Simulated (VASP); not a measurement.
# MgO: equation of state with PBEsol

The system is MgO.

```
CELL_PARAMETERS angstrom
0.00000 2.09700 2.09700
2.09700 0.00000 2.09700
2.09700 2.09700 0.00000
ATOMIC_POSITIONS crystal
Mg 0.00000 0.00000 0.00000
O 0.50000 0.50000 0.50000
```

The cell is a database's computed one.

| Property | Result |
| --- | --- |
| Program | VASP 6.6.1 |
| Task | equation of state |
| Functional | PBEsol |
| Potentials or basis | VASP PAW PBE potentials, release 64 (Mg, O) |
| Cutoff | 520 eV |
| k mesh | 11 × 11 × 11 |
| Occupations | fermi-dirac, width 0.05 eV |
| Spin | no spin polarisation |
| Ladder | free |
| Further INCAR settings | ALGO = Normal; EDIFF = 1e-07; NBANDS = 11 |

```json
{"Equilibrium volume": "9.34 Å³/atom", "Bulk modulus": "160 GPa", "Pressure derivative of the bulk modulus": "4.2"}
```

Energy against volume, from the lowest point:
```tsv
volume (Å³/atom)	energy (meV/atom)
8.668	27.05
8.853	13.57
9.037	4.86
9.221	0.49
9.406	0.00
9.590	3.01
9.775	9.21
```

All runs of the series together: 50 s on 1 thread of Intel(R) Xeon(R) Platinum 8488C (Sapphire Rapids), on a shared host.

Caveat: the PAW data sets were made with another functional, which shifts forces and pressure a little.
